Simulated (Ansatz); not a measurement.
# Pd: relaxation of cell and atoms with RPBE

Crystal: Pd.

```
Pd
1.0
     2.78367    0.00000    0.00000
    -1.39183    2.41072    0.00000
     0.00000    0.00000    4.62889
Pd
2
Direct
  0.33333 0.66667 0.25000
  0.66667 0.33333 0.75000
```

This isn't the form of Pd at room conditions, which is fcc.

- Program: Ansatz 0.2.0
- Task: relaxation of cell and atoms
- Functional: RPBE
- Potentials or basis: Ansatz PAW
- Cutoff: 420 eV (not typed: the program's choice for these potentials)
- k mesh: 11 × 11 × 6
- Occupations: fermi-dirac, width 0.05 eV
- Spin: no spin polarisation

| Quantity | Value |
| --- | --- |
| Relaxed volume | 15.85 Å³/atom |
| Relaxed cell | a = 2.801 Å, b = 2.801 Å, c = 4.666 Å, α = 90.00°, β = 90.00°, γ = 120.00° |
| Space group after relaxing (to 0.05 Å) | P6_3/mmc (No. 194) |
| Energy gained by relaxing | 3.1 meV/atom |
| Ionic steps | 5 |
| Pressure after relaxing | 0.0 GPa |
| Band gap on the k mesh | none (metal or under the smearing width) |

The path:
| step | energy change (eV) | largest force (eV/Å) | volume (Å³) |
| --- | --- | --- | --- |
| 1 | 0.0000 | 0.0000 | 31.06 |
| 2 | -0.0021 | 0.0000 | 32.22 |
| 3 | -0.0059 | 0.0000 | 31.73 |
| 4 | -0.0059 | 0.0000 | 31.71 |
| 5 | -0.0061 | 0.0000 | 31.71 |

Final structure:
```xyz
2
Lattice="2.8011 0.0000 0.0000 -1.4006 2.4258 0.0000 0.0000 0.0000 4.6662" Properties=species:S:1:pos:R:3 pbc="T T T"
Pd    0.0000    1.6172    1.1666
Pd    1.4006    0.8086    3.4997
```

Levels at points of the mesh, in eV from the Fermi level:
| k point | band 14 | band 15 | band 16 | band 17 | band 18 | band 19 | band 20 | band 21 | band 22 |
| --- | --- | --- | --- | --- | --- | --- | --- | --- | --- |
| (0.00, 0.00, 0.00) | -2.14 | -2.14 | -1.50 | -1.50 | -0.23 | -0.23 | 1.03 | 6.50 | 16.91 |
| (0.00, 0.00, -0.50) | -2.49 | -2.49 | -2.49 | -0.64 | -0.64 | -0.64 | -0.64 | 13.49 | 13.49 |

Wall time 6.6 s on 2 threads of Arm Neoverse V1 (shared host), peak memory 0.32 GiB.

Caveat: the plane-wave basis is chosen anew once the cell has moved, so the energies of steps on either side of that aren't comparable; the PAW data sets come from PBE, with cores solved anew for the run's functional, which leaves a small shift of forces and pressure.
